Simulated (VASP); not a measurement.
Write the native input for VASP 6.6.1 that does the following.

| Item | Value |
| --- | --- |
| Task | relaxation of shape and atoms at fixed volume |
| Functional | PBE |
| Dispersion | D3(BJ) |
| Potentials or basis | VASP PAW PBE potentials, release 64 (Ge_d, S) |
| Cutoff | 600 eV |
| k mesh | 4 × 8 × 6 |
| Occupations | gaussian, width 0.03 eV |
| Spin | no spin polarisation |
| Further INCAR settings | ALGO = Normal; EDIFF = 1e-07; IBRION = 2; EDIFFG = -0.01; NSW = 40; ISIF = 4 |

The structure of GeS lies in POSCAR:

```
GeS                                     
1.0
   10.5134158353      0.0000000000      0.0000000000
    0.0000000000      3.6344475415      0.0000000000
    0.0000000000      0.0000000000      4.2905667699
  Ge              S             
     4     4
Direct
     0.1247307389281593    0.2500000000000000    0.1326890020419413
     0.3752692610718407    0.7500000000000000    0.6326890020419412
     0.6247307389281593    0.2500000000000000    0.3673109979580587
     0.8752692610718407    0.7500000000000000    0.8673109979580588
     0.8495031896761398    0.2500000000000000    0.4964264727104492
     0.6504968103238602    0.7500000000000000    0.9964264727104492
     0.3495031896761398    0.2500000000000000    0.0035735272895508
     0.1504968103238602    0.7500000000000000    0.5035735272895508
```

The cell isn't the ideal one: a relaxed cell with its volume scaled by 0.96.

The input as run:

INCAR

```
ALGO = Normal
EDIFF = 1E-7
EDIFFG = -0.01
ENCUT = 600
GGA = PE
IBRION = 2
ISIF = 4
ISMEAR = 0
IVDW = 12
KPAR = 2
LASPH = T
LCHARG = F
LREAL = F
LWAVE = F
NELM = 80
NSW = 40
PREC = Accurate
SIGMA = 0.03
```

KPOINTS

```
k-points
0
Gamma
  4 8 6
```

Potentials or basis: VASP PAW PBE potentials, release 64 (Ge_d, S).

Run with:

```sh
$ cat potpaw_PBE.64/Ge_d/POTCAR potpaw_PBE.64/S/POTCAR > POTCAR
$ mpirun -np 2 vasp_std > vasp.out
```

Results of the run:

| Quantity | Value |
| --- | --- |
| Energy gained by relaxing | 2.5 meV/atom |
| Ionic steps | 7 |
| Pressure after relaxing | 2.0 GPa |
| Largest force after relaxing | 0.009 eV/Å |
| Band gap on the k mesh | 1.07 eV, indirect (least direct gap 1.22 eV) |
| Dispersion energy per atom | -0.327 eV |

Wall time 10 min on 2 MPI ranks on Intel(R) Xeon(R) 6975P-C (Granite Rapids), on a shared host, peak memory 0.58 GiB a rank.
